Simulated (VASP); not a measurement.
# MnS (P4_2/mmc) in VASP: notebook

Runs on MnS. Level: PBEsol+U. Tasks: single point.

All numbers are computed with VASP 6.6.1; they aren't measurements. Logs are shortened: lines on timing, memory, paths and dates and some standing lists are left out, and cuts for length are marked.

## Step 1: The structure

It takes space group P4_2/mmc (No. 131, tetragonal). Conventional cell: a = 4.306 Å, b = 4.306 Å, c = 5.361 Å, α = 90.00°, β = 90.00°, γ = 90.00°. Mn (site symmetry mmm) has 4 S at 2.54 Å as nearest neighbours. S (site symmetry -4m2) has 4 Mn at 2.54 Å and 2 S at 2.68 Å as nearest neighbours.

Measurements of this composition are mostly on another form, of space group No. 225.

## Step 2: Single point, PBEsol+U, collinear spin, random start

Input file INCAR:

```
SYSTEM = MnS
PREC     = Accurate       ! precision mode
ENCUT    = 520            ! plane-wave cutoff, eV
EDIFF    = 1E-7           ! SCF threshold, eV
ISMEAR   = 0              ! smearing method
SIGMA    = 0.05           ! smearing width, eV
LREAL    = .FALSE.        ! projectors in reciprocal space
LASPH    = .TRUE.         ! aspherical terms in the spheres
NELM     = 120            ! most SCF steps
ALGO     = Fast           ! electronic algorithm
ISIF     = 2              ! what is computed and relaxed
LWAVE    = .FALSE.        ! write WAVECAR
LCHARG   = .FALSE.        ! write CHGCAR
ISPIN    = 2              ! spin polarisation
MAGMOM   = -1.78 -1.22 0 0 ! initial moments
LORBIT   = 11             ! projections on sites
LMAXMIX  = 4              ! l up to which the mixer works
LDAU     = .TRUE.         ! DFT+U
LDAUTYPE = 2            
LDAUL    = 2 -1           ! shell
LDAUU    = 2 0            ! U, eV
LDAUJ    = 0 0          
LDAUPRINT= 1            
GGA      = PS             ! functional
NBANDS   = 31             ! bands
```

Input file KPOINTS:

```
regular mesh
0
G
  5 5 4
  0 0 0
```

Input file POSCAR:

```
MnS
1.0
    4.3056791600      0.0000000000      0.0000000000
    0.0000000000      4.3056791600      0.0000000000
    0.0000000000      0.0000000000      5.3605806400
Mn S
2 2
Direct
    0.0000000000      0.5000000000      0.0000000000
    0.5000000000      0.0000000000      0.5000000000
    0.0000000000      0.0000000000      0.2500000000
    0.0000000000      0.0000000000      0.7500000000
```

Potentials or basis: VASP PAW PBE potentials, release 64 (Mn_pv, S).

Launch:

```bash
> cat potpaw_PBE.64/Mn_pv/POTCAR potpaw_PBE.64/S/POTCAR > POTCAR
> mpirun -np 1 vasp_std > vasp.out
```

OUTCAR:

```text
SYSTEM = MnS
   PREC = Accurate
   ENCUT = 520
   EDIFF = 1E-7
   ISMEAR = 0
   LREAL = .FALSE.
   LASPH = .TRUE.
   NELM = 120
   ISIF = 2
   ISPIN = 2
   LORBIT = 11
   GGA = PS

 ion  position               nearest neighbor table
   1  0.000  0.500  0.000-   3 2.54   4 2.54   3 2.54   4 2.54
   2  0.500  0.000  0.500-   3 2.54   4 2.54   3 2.54   4 2.54
   3  0.000  0.000  0.250-   1 2.54   2 2.54   1 2.54   2 2.54   4 2.68   4 2.68
   4  0.000  0.000  0.750-   1 2.54   2 2.54   1 2.54   2 2.54   3 2.68   3 2.68

  LATTYP: Found a simple tetragonal cell.
 ALAT       =     4.3056791600
 C/A-ratio  =     1.2450023424

  Lattice vectors:

 A1 = (   4.3056791600,   0.0000000000,   0.0000000000)
 A2 = (   0.0000000000,   4.3056791600,   0.0000000000)
 A3 = (   0.0000000000,   0.0000000000,   5.3605806400)

Analysis of symmetry for initial positions (statically):
=====================================================================
 Subroutine PRICEL returns:
 Original cell was already a primitive cell.

 Routine SETGRP: Setting up the symmetry group for a
 simple tetragonal supercell.

 Subroutine GETGRP returns: Found 16 space group operations
 (whereof  8 operations were pure point group operations)
 out of a pool of 16 trial point group operations.

The static configuration has the point symmetry D_2h.
 The point group associated with its full space group is D_4h.

Analysis of symmetry for dynamics (positions and initial velocities):
=====================================================================
 Subroutine PRICEL returns:
 Original cell was already a primitive cell.

 Routine SETGRP: Setting up the symmetry group for a
 simple tetragonal supercell.

 Subroutine GETGRP returns: Found 16 space group operations
 (whereof  8 operations were pure point group operations)
 out of a pool of 16 trial point group operations.

The dynamic configuration has the point symmetry D_2h.
 The point group associated with its full space group is D_4h.

Analysis of structural, dynamic, and magnetic symmetry:
=====================================================================
 Subroutine PRICEL returns:
 Original cell was already a primitive cell.

 Routine SETGRP: Setting up the symmetry group for a
 simple tetragonal supercell.

 Subroutine GETGRP returns: Found  8 space group operations
 (whereof  8 operations were pure point group operations)
 out of a pool of 16 trial point group operations.

The overall configuration has the point symmetry D_2h.

 Subroutine INISYM returns: Found  8 space group operations
 (whereof  8 operations are pure point group operations),
 and found     1 'primitive' translations

----------------------------------------------------------------------------------------

                                     Primitive cell

  volume of cell :      99.3791

  direct lattice vectors                    reciprocal lattice vectors
     4.305679160  0.000000000  0.000000000     0.232251397  0.000000000  0.000000000
     0.000000000  4.305679160  0.000000000     0.000000000  0.232251397  0.000000000
     0.000000000  0.000000000  5.360580640     0.000000000  0.000000000  0.186546956

  length of vectors
     4.305679160  4.305679160  5.360580640     0.232251397  0.232251397  0.186546956

  position of ions in fractional coordinates (direct lattice)
     0.000000000  0.500000000  0.000000000
[... 148 lines left out ...]
  o =  0.0182  v =  1.0000  0.0000  0.0000  0.0000  0.0000  0.0000  0.0000  0.0000  0.0000  0.0000      0.0000  0.0000  0.0000  0.0000  0.0000  0.0000  0.0000  0.0000  0.0000  0.0000
  o =  0.0189  v =  0.0000  0.0000  0.9977  0.0000 -0.0685  0.0000  0.0000  0.0000  0.0000  0.0000      0.0000  0.0000  0.0000  0.0000  0.0000  0.0000  0.0000  0.0000  0.0000  0.0000
  o =  0.1424  v =  0.0000  1.0000 -0.0000 -0.0000 -0.0000  0.0000  0.0000  0.0000  0.0000  0.0000      0.0000  0.0000  0.0000  0.0000  0.0000  0.0000  0.0000  0.0000  0.0000  0.0000
  o =  0.1587  v =  0.0000 -0.0000 -0.0685  0.0000 -0.9977  0.0000  0.0000  0.0000  0.0000  0.0000      0.0000  0.0000  0.0000  0.0000  0.0000  0.0000  0.0000  0.0000  0.0000  0.0000
  o =  0.8941  v =  0.0000  0.0000  0.0000  0.0000  0.0000  0.0000 -0.0000 -0.3451  0.0000 -0.9386      0.0000  0.0000  0.0000  0.0000  0.0000  0.0000  0.0000  0.0000  0.0000  0.0000
  o =  0.9203  v =  0.0000  0.0000  0.0000  0.0000  0.0000  0.0000 -0.0000 -0.9386  0.0000  0.3451      0.0000  0.0000  0.0000  0.0000  0.0000  0.0000  0.0000  0.0000  0.0000  0.0000
  o =  0.9231  v =  0.0000  0.0000  0.0000  0.0000  0.0000  1.0000  0.0000  0.0000  0.0000  0.0000      0.0000  0.0000  0.0000  0.0000  0.0000  0.0000  0.0000  0.0000  0.0000  0.0000
  o =  0.9271  v =  0.0000  0.0000  0.0000  0.0000  0.0000  0.0000 -0.0000  0.0000 -1.0000 -0.0000      0.0000  0.0000  0.0000  0.0000  0.0000  0.0000  0.0000  0.0000  0.0000  0.0000
  o =  0.9299  v =  0.0000  0.0000  0.0000  0.0000  0.0000  0.0000  1.0000 -0.0000 -0.0000 -0.0000      0.0000  0.0000  0.0000  0.0000  0.0000  0.0000  0.0000  0.0000  0.0000  0.0000

atom =   2  type =  1  l = 2

 onsite density matrix

spin component  1

  0.0182  0.0000  0.0000  0.0000 -0.0000
  0.0000  0.0163  0.0000 -0.0000  0.0000
  0.0000  0.0000  0.0195  0.0000 -0.0095
  0.0000 -0.0000  0.0000  0.1424  0.0000
 -0.0000  0.0000 -0.0095  0.0000  0.1581

spin component  2

  0.9231  0.0000 -0.0000  0.0000  0.0000
  0.0000  0.9271  0.0000  0.0000  0.0000
 -0.0000  0.0000  0.9172  0.0000  0.0085
  0.0000  0.0000  0.0000  0.9299  0.0000
  0.0000  0.0000  0.0085  0.0000  0.8973

 occupancies and eigenvectors

  o =  0.0163  v =  0.0000  1.0000  0.0000  0.0000  0.0000  0.0000  0.0000  0.0000  0.0000  0.0000      0.0000  0.0000  0.0000  0.0000  0.0000  0.0000  0.0000  0.0000  0.0000  0.0000
  o =  0.0182  v =  1.0000  0.0000  0.0000  0.0000  0.0000  0.0000  0.0000  0.0000  0.0000  0.0000      0.0000  0.0000  0.0000  0.0000  0.0000  0.0000  0.0000  0.0000  0.0000  0.0000
  o =  0.0189  v =  0.0000  0.0000 -0.9977  0.0000 -0.0684  0.0000  0.0000  0.0000  0.0000  0.0000      0.0000  0.0000  0.0000  0.0000  0.0000  0.0000  0.0000  0.0000  0.0000  0.0000
  o =  0.1424  v =  0.0000  0.0000 -0.0000 -1.0000  0.0000  0.0000  0.0000  0.0000  0.0000  0.0000      0.0000  0.0000  0.0000  0.0000  0.0000  0.0000  0.0000  0.0000  0.0000  0.0000
  o =  0.1587  v =  0.0000  0.0000 -0.0684  0.0000  0.9977  0.0000  0.0000  0.0000  0.0000  0.0000      0.0000  0.0000  0.0000  0.0000  0.0000  0.0000  0.0000  0.0000  0.0000  0.0000
  o =  0.8941  v =  0.0000  0.0000  0.0000  0.0000  0.0000  0.0000 -0.0000 -0.3452  0.0000  0.9385      0.0000  0.0000  0.0000  0.0000  0.0000  0.0000  0.0000  0.0000  0.0000  0.0000
  o =  0.9203  v =  0.0000  0.0000  0.0000  0.0000  0.0000  0.0000 -0.0000 -0.9385  0.0000 -0.3452      0.0000  0.0000  0.0000  0.0000  0.0000  0.0000  0.0000  0.0000  0.0000  0.0000
  o =  0.9231  v =  0.0000  0.0000  0.0000  0.0000  0.0000  1.0000  0.0000  0.0000  0.0000  0.0000      0.0000  0.0000  0.0000  0.0000  0.0000  0.0000  0.0000  0.0000  0.0000  0.0000
  o =  0.9271  v =  0.0000  0.0000  0.0000  0.0000  0.0000  0.0000  1.0000 -0.0000  0.0000 -0.0000      0.0000  0.0000  0.0000  0.0000  0.0000  0.0000  0.0000  0.0000  0.0000  0.0000
  o =  0.9299  v =  0.0000  0.0000  0.0000  0.0000  0.0000  0.0000 -0.0000  0.0000  1.0000  0.0000      0.0000  0.0000  0.0000  0.0000  0.0000  0.0000  0.0000  0.0000  0.0000  0.0000

 number of electron      38.0000065 magnetization      -8.7904686

 Free energy of the ion-electron system (eV)
  ---------------------------------------------------
  ext. energy  EPLUGINS =         0.00000000
  ---------------------------------------------------
  free energy    TOTEN  =       -25.37120178 eV

  energy without entropy =      -25.36858456  energy(sigma->0) =      -25.36989317

 E-fermi :   3.9757     XC(G=0):  -8.9885

 val. band max:        3.9426284858   @ k =   0.4000   0.2000   0.2500
 cond. band min:       4.0361946031   @ k =   0.0000   0.4000   0.5000
 fundamental gap:      0.0935661173
 Fermi energy:         3.9756964956

 spin component 1

 k-point     1 :       0.0000    0.0000    0.0000
  band No.  band energies     occupation
      1     -42.4893      1.00000
      2     -42.4890      1.00000
      3     -42.3949      1.00000
      4     -42.3923      1.00000
      5     -42.3484      1.00000
      6     -42.3481      1.00000
[... 1625 lines left out ...]
     30       8.8820      0.00000
     31      11.8654      0.00000

 [... further k-points ...]

------------------------ aborting loop because EDIFF is reached ----------------------------------------

  FORCE on cell =-STRESS in cart. coord.  units (eV):
  Direction    XX          YY          ZZ          XY          YZ          ZX
  --------------------------------------------------------------------------------------
  -------------------------------------------------------------------------------------
  Total       -5.1065228     -5.1083690      2.4754084      0.0000000      0.0000000      0.0000000
  in kB      -82.3266979    -82.3564616     39.9082132      0.0000000      0.0000000      0.0000000
  external PRESSURE =     -41.5916488 kB  Pullay stress =       0.0000000 kB

 VOLUME and BASIS-vectors are now :
 -----------------------------------------------------------------------------
  energy-cutoff  :      520.00
  volume of cell :       99.38
      direct lattice vectors                 reciprocal lattice vectors
     4.305679160  0.000000000  0.000000000     0.232251397  0.000000000  0.000000000
     0.000000000  4.305679160  0.000000000     0.000000000  0.232251397  0.000000000
     0.000000000  0.000000000  5.360580640     0.000000000  0.000000000  0.186546956

 POSITION                                       TOTAL-FORCE (eV/Angst)
 -----------------------------------------------------------------------------------
      0.00000      2.15284      0.00000         0.000000     -0.000000      0.000000
      2.15284      0.00000      2.68029         0.000000     -0.000000      0.000000
      0.00000      0.00000      1.34015         0.000000      0.000000      0.000068
      0.00000      0.00000      4.02044         0.000000     -0.000000     -0.000068
 -----------------------------------------------------------------------------------
    total drift:                                0.000000      0.000000     -0.000000

  FREE ENERGIE OF THE ION-ELECTRON SYSTEM (eV)
  ---------------------------------------------------
  free  energy   TOTEN  =       -25.3712017768 eV

  energy  without entropy=      -25.3685845614  energy(sigma->0) =      -25.36989317

 total charge

# of ion       s       p       d       tot
------------------------------------------
    1        0.230   6.145   4.931  11.307
    2        0.230   6.145   4.931  11.307
    3        1.354   2.304   0.000   3.658
    4        1.354   2.304   0.000   3.658
--------------------------------------------------
tot          3.168  16.900   9.862  29.930

 magnetization (x)

# of ion       s       p       d       tot
------------------------------------------
    1       -0.041  -0.021  -4.231  -4.293
    2       -0.041  -0.021  -4.231  -4.293
    3       -0.005   0.081   0.000   0.076
    4       -0.005   0.081   0.000   0.076
--------------------------------------------------
tot         -0.092   0.120  -8.461  -8.434
```

It took 1.7 min on 1 thread of AMD EPYC 9R45 (Zen 5), shared host; peak memory 0.26 GiB.

What came out:

* Free energy: -25.3712 eV
* Pressure: -4.2 GPa
* Band gap on the k mesh: none (metal or under the smearing width)
* Net moment: -8.79 μB per cell
* Site moments: Mn -4.29; S +0.08 μB
* Valence electrons inside the program's atomic spheres: Mn 11.31; S 3.66

Levels at points of the mesh, in eV from the Fermi level:
Spin up:
| k point | band 11 | band 12 | band 13 | band 14 | band 15 | band 16 | band 17 | band 18 |
| --- | --- | --- | --- | --- | --- | --- | --- | --- |
| (0.00, 0.00, 0.00) | -4.29 | -3.30 | -3.30 | -1.69 | 0.42 | 1.11 | 1.44 | 1.48 |
| (0.00, 0.00, 0.50) | -3.64 | -3.64 | -3.52 | -3.52 | -0.57 | -0.57 | 1.41 | 1.41 |
Spin down:
```csv
k point,band 21,band 22,band 23,band 24,band 25,band 26,band 27,band 28
"(0.00, 0.00, 0.00)",-2.98,-0.58,-0.14,-0.14,1.64,2.01,3.38,4.56
"(0.00, 0.00, 0.50)",-2.40,-2.40,-1.42,-1.42,0.58,0.59,3.47,3.47
```

Eigenvalues of the final occupation matrices:
| site | spin | trace | eigenvalues |
| --- | --- | --- | --- |
| site 1 d | 1 | 0.35 | 0.02 0.02 0.02 0.14 0.16 |
| site 1 d | 2 | 4.59 | 0.89 0.92 0.92 0.93 0.93 |
| site 2 d | 1 | 0.35 | 0.02 0.02 0.02 0.14 0.16 |
| site 2 d | 2 | 4.59 | 0.89 0.92 0.92 0.93 0.93 |

Caveat: the PAW data sets were made with another functional, which shifts forces and pressure a little. The state reached can hang on the start; a lower one may exist.

## Step 3: Single point, PBEsol+U, collinear spin, ferromagnetic start

Input file INCAR:

```
PREC = Accurate ; ENCUT = 520
EDIFF = 1E-6 ; ISMEAR = 0
SIGMA = 0.05 ; LREAL = False
LASPH = True ; NELM = 120
ALGO = Fast ; ISIF = 2
LWAVE = False ; LCHARG = False
ISPIN = 2 ; MAGMOM = 4 4 0 0
LORBIT = 11 ; NUPDOWN = 0
LMAXMIX = 4 ; LDAU = True
LDAUTYPE = 2 ; LDAUL = 2 -1
LDAUU = 2 0 ; LDAUJ = 0 0
LDAUPRINT = 1 ; GGA = PS
NBANDS = 31
```

Input file KPOINTS:

```
Automatic mesh
0
Gamma
  5 5 4
```

POSCAR is that of step 2.

Potentials or basis: VASP PAW PBE potentials, release 64 (Mn_pv, S).

Launch:

```bash
> cat potpaw_PBE.64/Mn_pv/POTCAR potpaw_PBE.64/S/POTCAR > POTCAR
> mpirun -np 1 vasp_std > vasp.out
```

It took 7.7 min on 1 thread of AMD EPYC 9R45 (Zen 5), shared host; peak memory 0.24 GiB.

It converged, with:

- Free energy: -20.3301 eV
- Pressure: -14.1 GPa
- Net moment: 0.00 μB per cell
- Site moments: Mn -0.10; S +0.03 μB
- Valence electrons inside the program's atomic spheres: Mn 11.40; S 3.59

Stress tensor (GPa, compression positive):
```
-18.65   0.00   0.00
  0.00 -18.65   0.00
  0.00   0.00  -4.92
```

Eigenvalues of the final occupation matrices:
```csv
site,spin,trace,eigenvalues
site 1 d,1,2.49,0.03 0.33 0.36 0.87 0.90
site 1 d,2,2.59,0.02 0.38 0.44 0.83 0.91
site 2 d,1,2.49,0.03 0.33 0.36 0.87 0.90
site 2 d,2,2.59,0.02 0.38 0.44 0.83 0.91
```

Caveat: the moment is held away from its start; the PAW data sets were made with another functional, which shifts forces and pressure a little; the total moment is fixed, so each spin has its own Fermi level. The state reached can hang on the start; a lower one may exist.
